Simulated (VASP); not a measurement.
Write the native input for VASP 6.6.1 that does the following.

* Task: Born charges and dielectric tensor
* Functional: LDA
* Potentials or basis: VASP PAW LDA potentials, release 64 (Ga_d, As)
* Cutoff: 600 eV
* k mesh: 14 × 14 × 14
* Occupations: gaussian, width 0.02 eV
* Spin: no spin polarisation
* Further INCAR settings: ALGO = Normal; EDIFF = 1e-08; IBRION = 8; NSW = 1

The structure of GaAs lies in POSCAR:

```
GaAs
1.0
    0.0000000000      2.8052200000      2.8052200000
    2.8052200000      0.0000000000      2.8052200000
    2.8052200000      2.8052200000      0.0000000000
Ga As
1 1
Direct
    0.0000000000      0.0000000000      0.0000000000
    0.7500000000      0.7500000000      0.7500000000
```

The cell is a database's computed one.

The input as run:

INCAR

```
SYSTEM = GaAs
PREC = Accurate
ENCUT = 600
EDIFF = 1E-8
ISMEAR = 0
SIGMA = 0.02
LREAL = .False.
LASPH = .True.
NELM = 100
ALGO = Normal
ISIF = 2
LWAVE = .False.
LCHARG = .False.
GGA = CA
LEPSILON = .True.
IBRION = 8
NSW = 1
```

KPOINTS

```
regular mesh
0
Gamma
  14 14 14
  0 0 0
```

Potentials or basis: VASP PAW LDA potentials, release 64 (Ga_d, As).

Launch:

```sh
$ cat potpaw_LDA.64/Ga_d/POTCAR potpaw_LDA.64/As/POTCAR > POTCAR
$ mpirun -np 1 vasp_std > vasp.out
```

Results of the run:

```json
{"Band gap on the k mesh": "0.51 eV, direct", "Electronic dielectric tensor (diagonal)": "16.55", "Born charges (mean of the diagonal)": "Ga +2.07; As -2.07 e", "Highest phonon frequency at Γ, LO-TO splitting left out": "269 cm⁻¹"}
```

Caveat: the gap is small at this level, which inflates the dielectric constant.

Wall time 23 min on 1 thread of Intel(R) Xeon(R) Platinum 8259CL CPU @ 2.50GHz (Skylake/Cascade Lake) (shared host), peak memory 0.79 GiB.
